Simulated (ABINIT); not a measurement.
A calculation with ABINIT 10.8.3 (patched build) of Mn (native input, structure from a POSCAR):

The input run.abi:

```
# Pseudopotentials
pp_dirpath "./"
pseudos "Mn.GGA_PBE-JTH.xml"

# Structure
structure "poscar:POSCAR"
natom 2

# Plane-wave basis
ecut 26.0
pawecutdg 48.0

# k points
kptopt 1
ngkpt 12 12 7
nshiftk 1
shiftk 0.0 0.0 0.0

# Exchange and correlation
ixc 11

# Bands and occupations
nband 21
occopt 3
tsmear 0.05 eV

# Spin
nsppol 2
spinat
     0.0000000000     0.0000000000     4.0000000000
     0.0000000000     0.0000000000     4.0000000000

# SCF cycle
nstep 100
tolvrs 1.0e-9

# Output
iomode 3
prtwf 0
prteig 0
prtebands 0
prtden 1
prtvha 1
prtvclmb 1
prtpot 1
```

File POSCAR:

```
Mn
1.0
    2.4836457705      0.0000000000      0.0000000000
   -1.2418228853      2.1509003313      0.0000000000
    0.0000000000      0.0000000000      4.0261950000
Mn
2
Direct
    0.3333333333      0.6666666667      0.2500000000  Mn
    0.6666666667      0.3333333333      0.7500000000  Mn
```

Potentials or basis: JTH PAW PBE v2.0.

Run with:

```console
$ abinit run.abi > log 2>&1
```

This isn't the form of Mn at room conditions, which is a 58-atom cubic cell.

Q: Write the same calculation in another form: ASE script, Cartesian positions.

A: As run:

File run.py:

```python
import json, os
import numpy as np
from ase.units import GPa
from ase.calculators.abinit import Abinit, AbinitProfile
from ase.io import read

atoms = read('Mn.xyz')
atoms.set_initial_magnetic_moments([4.0, 4.0])

profile = AbinitProfile(command='abinit', pp_paths=[os.path.abspath('pseudos')])
params = dict(
    pps='pawxml', xc='PBE',
    ecut=707.496,
    pawecutdg=1306.1465,
    kptopt=1,
    ngkpt=[12, 12, 7],
    nshiftk=1,
    shiftk=[0.0, 0.0, 0.0],
    ixc=11,
    nband=21,
    occopt=3,
    tsmear=0.05,
    nstep=100,
    tolvrs=1e-09,
    prtwf=0,
    prtden=0,
)

atoms.calc = Abinit(profile=profile, directory='run', **params)
energy = atoms.get_potential_energy()
forces = atoms.get_forces()
stress = atoms.get_stress()
print(f'energy {energy:.6f} eV')
print('forces (eV/A)')
print(np.round(forces, 5))
print('stress (GPa, Voigt, tension positive)', np.round(stress / GPa, 4))
json.dump(dict(energy=energy, forces=forces.tolist(), stress=stress.tolist(), cell=atoms.cell.tolist(), frac=atoms.get_scaled_positions(wrap=False).tolist()), open('results.json', 'w'))
```

Mn.xyz

```xyz
2
Lattice="2.4836457705 0.0000000000 0.0000000000 -1.2418228853 2.1509003313 0.0000000000 0.0000000000 0.0000000000 4.0261950000" Properties=species:S:1:pos:R:3 pbc="T T T"
Mn    -0.0000000002      1.4339335543      1.0065487500
Mn     1.2418228854      0.7169667770      3.0196462500
```

Potentials or basis: JTH PAW PBE v2.0.

Run with:

```bash
$ python run.py
```

Both were run:

|  | native input, structure from a POSCAR | ASE script, Cartesian positions |
| --- | --- | --- |
| Pressure | 0.0 GPa | 0.0 GPa |
| Band gap on the k mesh | none (metal or under the smearing width) | none (metal or under the smearing width) |
| Net moment | 0.00 μB per cell | 0.00 μB per cell |
| Valence electrons inside the program's atomic spheres | Mn 13.40 (radii [1.1176] Å) | Mn 13.40 (radii [1.1176] Å) |

Keys that steer only the numerical path or the files written may differ.

Caveat: the starting moments collapsed, and a magnetic state may lie lower.
